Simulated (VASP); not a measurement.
SnO in VASP 6.6.1, single-point calculation

INCAR

```
LWAVE = .FALSE.
NELM = 120
SIGMA = 0.05
NSW = 0
LREAL = .FALSE.
IBRION = -1
ISMEAR = 0
EDIFF = 1E-7
PREC = Accurate
LASPH = .TRUE.
ISIF = 2
LCHARG = .FALSE.
GGA = PE
ENCUT = 520
NBANDS = 17
```

KPOINTS

```
KPOINTS created by Atomic Simulation Environment
0
Gamma
8 8 8
0 0 0
```

POSCAR

```
Sn O
 1.0000000000000000
     0.0000000000000000    2.7082147309000000    2.7082147309000000
     2.8436254673999999    0.0000000000000000    2.7082147309000000
     2.8436254673999999    2.7082147309000000    0.0000000000000000
 Sn  O
   1   1
Cartesian
  0.0000000000000000  0.0000000000000000  0.0000000000000000
  1.4218127336999999  1.3541073654500000  1.3541073654500000
```

The recommended PBE PAW datasets give the neutral cell 20 valence electrons.

Command

```
mpirun -np 1 vasp_std
```

How does this run end, and what does it give?

It converged. Results: gap between bands v and c on the k mesh -0.27 eV (bands overlap: a metal); least direct gap on the k mesh 0.22 eV; pressure -0.8 GPa. Band v is the last that the valence electrons fill when counted band by band, and c is the next.

OSZICAR

```
N       E                     dE             d eps       ncg     rms          rms(c)
DAV:   1     0.152984416486E+03    0.15298E+03   -0.10342E+04  2051   0.161E+03
DAV:   2     0.354535891699E+01   -0.14944E+03   -0.14289E+03  2223   0.386E+02
DAV:   3    -0.123270983725E+02   -0.15872E+02   -0.15769E+02  2346   0.111E+02
DAV:   4    -0.126940691105E+02   -0.36697E+00   -0.36673E+00  2445   0.185E+01
DAV:   5    -0.127045153713E+02   -0.10446E-01   -0.10446E-01  2753   0.297E+00    0.875E+00
DAV:   6    -0.107929010537E+02    0.19116E+01   -0.14549E+01  2942   0.441E+01    0.559E+00
DAV:   7    -0.104889015949E+02    0.30400E+00   -0.30746E+00  2356   0.884E+00    0.141E+00
DAV:   8    -0.104584063051E+02    0.30495E-01   -0.14992E-01  2148   0.290E+00    0.550E-01
DAV:   9    -0.104551514653E+02    0.32548E-02   -0.17995E-02  2716   0.110E+00    0.162E-01
DAV:  10    -0.104558720607E+02   -0.72060E-03   -0.85853E-03  3034   0.659E-01    0.154E-01
DAV:  11    -0.104554280728E+02    0.44399E-03   -0.36413E-03  2929   0.355E-01    0.289E-02
DAV:  12    -0.104554251733E+02    0.28995E-05   -0.22470E-04  2256   0.955E-02    0.105E-02
DAV:  13    -0.104554249216E+02    0.25173E-06   -0.92354E-06  2214   0.220E-02    0.276E-03
DAV:  14    -0.104554247245E+02    0.19702E-06   -0.14896E-06  2237   0.726E-03    0.888E-04
DAV:  15    -0.104554247922E+02   -0.67662E-07   -0.15971E-07  2029   0.350E-03
   1 F= -.10455425E+02 E0= -.10455208E+02  d E =-.434102E-03
```

For comparison, a separate PBE run of the intended cell, on usual settings and not on those above, gives a gap of -0.27 eV on its mesh and a pressure of -0.8 GPa.
